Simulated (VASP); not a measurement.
# CdTe (F-43m) in VASP: a series of runs, part 2 of 2

VASP 6.6.1. Earlier steps stand in the parts before.

## (3) Single point, B3LYP5

This run uses another cell than the first one, of 31.60 Å³/atom.

Input file POSCAR:

```
CdTe
1.0
    0.0000000000      3.1616838793      3.1616838793
    3.1616838793      0.0000000000      3.1616838793
    3.1616838793      3.1616838793      0.0000000000
Te Cd
1 1
Direct
    0.7500000000      0.7500000000      0.7500000000
    0.0000000000      0.0000000000      0.0000000000
```

Input file INCAR.step1:

```
ALGO = Normal ; EDIFF = 1E-5
ENCUT = 520 ; GGA = PE
ISIF = 2 ; ISMEAR = -1
LASPH = True ; LCHARG = False
LREAL = False ; LWAVE = True
NBANDS = 16 ; NELM = 80
PREC = Accurate ; SIGMA = 0.05
```

Input file INCAR.step2:

```
AEXX = 0.2 ; AGGAC = 0.81
AGGAX = 0.72 ; ALDAC = 0.19
ALGO = Normal ; EDIFF = 1E-6
ENCUT = 520 ; GGA = B5
ISIF = 2 ; ISMEAR = -1
ISTART = 1 ; LASPH = True
LCHARG = False ; LHFCALC = True
LREAL = False ; LWAVE = False
NBANDS = 16 ; NELM = 80
PREC = Accurate ; PRECFOCK = Normal
SIGMA = 0.05
```

Input file KPOINTS:

```
k-points
0
Gamma
  4 4 4
```

Potentials or basis: VASP PAW PBE potentials, release 64 (Te, Cd).

The run is started by

```bash
$ cat potpaw_PBE.64/Te/POTCAR potpaw_PBE.64/Cd/POTCAR > POTCAR
$ cp INCAR.step1 INCAR
$ mpirun -np 1 vasp_std > vasp.out
$ cp INCAR.step2 INCAR
$ mpirun -np 1 vasp_std > vasp.out
```

OUTCAR:

```text
AEXX = 0.2
   EDIFF = 1E-6
   ENCUT = 520
   GGA = B5
   ISIF = 2
   ISMEAR = -1
   ISTART = 1
   LASPH = True
   LHFCALC = True
   LREAL = False
   NELM = 80
   PREC = Accurate
   PRECFOCK = Normal

 ion  position               nearest neighbor table
   1  0.750  0.750  0.750-   2 2.74   2 2.74   2 2.74   2 2.74
   2  0.000  0.000  0.000-   1 2.74   1 2.74   1 2.74   1 2.74

  LATTYP: Found a face centered cubic cell.
 ALAT       =     6.3233677586

  Lattice vectors:

 A1 = (   0.0000000000,   3.1616838793,   3.1616838793)
 A2 = (   3.1616838793,   0.0000000000,   3.1616838793)
 A3 = (   3.1616838793,   3.1616838793,   0.0000000000)

Analysis of symmetry for initial positions (statically):
=====================================================================
 Subroutine PRICEL returns:
 Original cell was already a primitive cell.

 Routine SETGRP: Setting up the symmetry group for a
 face centered cubic supercell.

 Subroutine GETGRP returns: Found 24 space group operations
 (whereof 24 operations were pure point group operations)
 out of a pool of 48 trial point group operations.

The static configuration has the point symmetry T_d .

Analysis of symmetry for dynamics (positions and initial velocities):
=====================================================================
 Subroutine PRICEL returns:
 Original cell was already a primitive cell.

 Routine SETGRP: Setting up the symmetry group for a
 face centered cubic supercell.

 Subroutine GETGRP returns: Found 24 space group operations
 (whereof 24 operations were pure point group operations)
 out of a pool of 48 trial point group operations.

The dynamic configuration has the point symmetry T_d .

 Subroutine INISYM returns: Found 24 space group operations
 (whereof 24 operations are pure point group operations),
[... 102 lines left out ...]
  Thomas-Fermi vector in A             =   2.212955
   LORBIT       =      0    0 simple, 1 ext, 2 COOP (PROOUT), +10 PAW based schemes
   GGA     = B5    functional components
   LHFCALC =     T    Hartree Fock is set to
   PRECFOCK=normal    Normal, Fast or Accurate (Low or Medium for compatibility)
   ENCUT4O =  -1.0   cutoff for four orbital integrals eV
   NKREDX  =     1    reduce k-point grid by
   NKREDY  =     1    reduce k-point grid by
   NKREDZ  =     1    reduce k-point grid by
   AEXX    =    0.2000 exact exchange contribution
   HFSCREEN=    0.0000 screening length (either q_TF or 0.3 A-1)
   HFSCREENC=   0.0000 screening length for correlation (either q_TF or 0.3 A-1)
   ENCUTFOCK=  -1.0 apply spherical cutoff to Coloumb kernel
   IVDW    =     0    specifies the selected vdW correction
   LEPSILON=     F    determine dielectric tensor
   LRPA    =     F    only Hartree local field effects (RPA)
 non-spin polarized calculation
  energy-cutoff  :      520.00
  volume of cell :       63.21
 maximum number of plane-waves:      1724
 NGX is ok and might be reduce to    36
  NGX = 28; NGY = 28; NGZ = 28

 number of electron      18.0000004 magnetization

 Free energy of the ion-electron system (eV)
  ---------------------------------------------------
  ext. energy  EPLUGINS =         0.00000000
  ---------------------------------------------------
  free energy    TOTEN  =        -5.02211192 eV

  energy without entropy =       -5.02211192  energy(sigma->0) =       -5.02211192

 E-fermi :   3.8135     XC(G=0):  -7.0030

 val. band max:        2.6945589814   @ k =   0.0000   0.0000   0.0000
 cond. band min:       4.8332353394   @ k =   0.0000   0.0000   0.0000
 fundamental gap:      2.1386763580
 Fermi energy:         3.8134572947

 k-point     1 :       0.0000    0.0000    0.0000
  band No.  band energies     occupation
      1      -9.8000      2.00000
      2      -7.0345      2.00000
      3      -7.0345      2.00000
      4      -7.0345      2.00000
      5      -6.7161      2.00000
      6      -6.7161      2.00000
[... 129 lines left out ...]
      3      -6.8793      2.00000
      4      -6.7541      2.00000
      5      -6.7184      2.00000
      6      -5.9034      2.00000
[... 8 lines left out ...]
     15      15.7399      0.00000
     16      15.8613      0.00000

------------------------ aborting loop because EDIFF is reached ----------------------------------------

  FORCE on cell =-STRESS in cart. coord.  units (eV):
  Direction    XX          YY          ZZ          XY          YZ          ZX
  --------------------------------------------------------------------------------------
  -------------------------------------------------------------------------------------
  Total        3.4113342      3.4113342      3.4113342      0.0000000      0.0000000      0.0000000
  in kB       86.4668279     86.4668279     86.4668279      0.0000000      0.0000000      0.0000000
  external PRESSURE =      86.4668279 kB  Pullay stress =       0.0000000 kB

 VOLUME and BASIS-vectors are now :
 -----------------------------------------------------------------------------
  energy-cutoff  :      520.00
  volume of cell :       63.21
      direct lattice vectors                 reciprocal lattice vectors
     0.000000000  3.161683879  3.161683879    -0.158143578  0.158143578  0.158143578
     3.161683879  0.000000000  3.161683879     0.158143578 -0.158143578  0.158143578
     3.161683879  3.161683879  0.000000000     0.158143578  0.158143578 -0.158143578

 POSITION                                       TOTAL-FORCE (eV/Angst)
 -----------------------------------------------------------------------------------
      4.74253      4.74253      4.74253         0.000000      0.000000      0.000000
      0.00000      0.00000      0.00000        -0.000000     -0.000000     -0.000000
 -----------------------------------------------------------------------------------
    total drift:                               -0.000004     -0.000022     -0.000008

  FREE ENERGIE OF THE ION-ELECTRON SYSTEM (eV)
  ---------------------------------------------------
  free  energy   TOTEN  =        -5.0221119202 eV

  energy  without entropy=       -5.0221119201  energy(sigma->0) =       -5.02211192
```

OUTCAR.step1:

```text
EDIFF = 1E-5
   ENCUT = 520
   GGA = PE
   ISIF = 2
   ISMEAR = -1
[... 354 lines left out ...]
 -----------------------------------------------------------------------------------
      4.74253      4.74253      4.74253        -0.000000     -0.000000     -0.000000
      0.00000      0.00000      0.00000         0.000000      0.000000      0.000000
 -----------------------------------------------------------------------------------
    total drift:                                0.000000      0.000000      0.000000

  FREE ENERGIE OF THE ION-ELECTRON SYSTEM (eV)
  ---------------------------------------------------
  free  energy   TOTEN  =        -4.5647718988 eV

  energy  without entropy=       -4.5647689523  energy(sigma->0) =       -4.56477043
```

It took 26 min on 1 thread of AMD EPYC 7R43 (Zen 3), shared host; peak memory 0.17 GiB.

What came out:

```
Free energy            : -5.0221 eV
Pressure               : 8.6 GPa
Band gap on the k mesh : 2.14 eV
```

Caveat: the k points lie up to 0.43 Å⁻¹ apart; the PAW data sets were made with another functional, which shifts forces and pressure a little; spin-orbit coupling is left out, which moves the levels of the heavy elements.

## (4) Single point, PBEsol

This run uses another cell than the first one, of 34.16 Å³/atom.

Input file INCAR:

```
PREC     = Accurate       # precision mode
ENCUT    = 520            # plane-wave cutoff, eV
EDIFF    = 1E-6           # SCF threshold, eV
ISMEAR   = -1             # smearing method
SIGMA    = 0.05           # smearing width, eV
LREAL    = F              # projectors in reciprocal space
LASPH    = T              # aspherical terms in the spheres
NELM     = 100            # most SCF steps
ALGO     = Normal         # electronic algorithm
ISIF     = 2              # what is computed and relaxed
LWAVE    = F              # write WAVECAR
LCHARG   = F              # write CHGCAR
GGA      = PS             # functional
NBANDS   = 16             # bands
```

Input file KPOINTS:

```
Automatic mesh
0
Gamma
  7 7 7
```

Input file POSCAR:

```
CdTe
1.0
    0.0000000000      3.2447789317      3.2447789317
    3.2447789317      0.0000000000      3.2447789317
    3.2447789317      3.2447789317      0.0000000000
Te Cd
1 1
Direct
    0.7500000000      0.7500000000      0.7500000000
    0.0000000000      0.0000000000      0.0000000000
```

The run is started by

```bash
$ cat potpaw_PBE.64/Te/POTCAR potpaw_PBE.64/Cd/POTCAR > POTCAR
$ mpirun -np 1 vasp_std > vasp.out
```

It took 20 s on 1 thread of Intel Xeon 8259CL, shared host; peak memory 0.21 GiB.

Results (log left out):

- Free energy: -5.4879 eV
- Pressure: 0.2 GPa
- Band gap on the k mesh: 0.65 eV

Levels at points of the mesh, in eV from the valence-band top:
| k point | band 7 | band 8 | band 9 | band 10 | band 11 | band 12 |
| --- | --- | --- | --- | --- | --- | --- |
| (0.00, 0.00, 0.00) | 0.00 | 0.00 | 0.00 | 0.65 | 4.55 | 4.55 |

Caveat: the PAW data sets were made with another functional, which shifts forces and pressure a little; spin-orbit coupling is left out, which moves the levels of the heavy elements.

## (5) Overview

```tsv
level	cell	k mesh	grid for exact exchange (PRECFOCK)	share of exact exchange	gap on the mesh (eV)	pressure (GPa)
B3LYP5	a = 4.440 Å, angles 60.0°, 2 atoms	4 × 4 × 4	Normal	0.2	2.22	10.2
B3LYP5	a = 4.471 Å, angles 60.0°, 2 atoms	4 × 4 × 4	Normal	0.2	2.14	8.6
PBEsol	a = 4.589 Å, angles 60.0°, 2 atoms	7 × 7 × 7	-	-	0.65	0.2
```

Alike in all rows: task single point; potentials or basis VASP PAW PBE potentials, release 64 (Te, Cd); no spin polarisation; cutoff (eV) 520; smearing fermi-dirac 0.05 eV.

Caveats: some runs use coarse meshes; the PAW data sets were made with another functional, which shifts forces and pressure a little; spin-orbit coupling is left out, which moves the levels of the heavy elements.

Absolute energies hang on the potentials; compare differences alone.

## (6) Comparison with measurements

Step 4. Against the measured gap of CdTe, 1.607 eV (0 K; a printed reference work, data compilation), the calculated 0.65 eV is off by -0.96 eV. Spin-orbit coupling on Cd, Te is left out. The value is that of PBEsol, without temperature or zero-point motion. Semilocal functionals fall short of measured gaps as a rule.
